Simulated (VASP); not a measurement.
Calculation: LDA (Ceperley-Alder, Perdew-Zunger), VASP's LDA PAW potentials (set 64) (plane waves; VASP). Each cell was relaxed at this level, without spin-orbit coupling.

**Question.** Which of these comes out without a gap?
A) GaN, P6_3mc (186)
B) CsI, Pm-3m (221)
C) TaC, Fm-3m (225)
D) MoS2, P6_3/mmc (194)

**Answer.** C, TaC, Fm-3m (225). The others have gaps of 3.78 eV (CsI, Pm-3m (221)), 0.69 eV (MoS2, P6_3/mmc (194)), 2.11 eV (GaN, P6_3mc (186)).
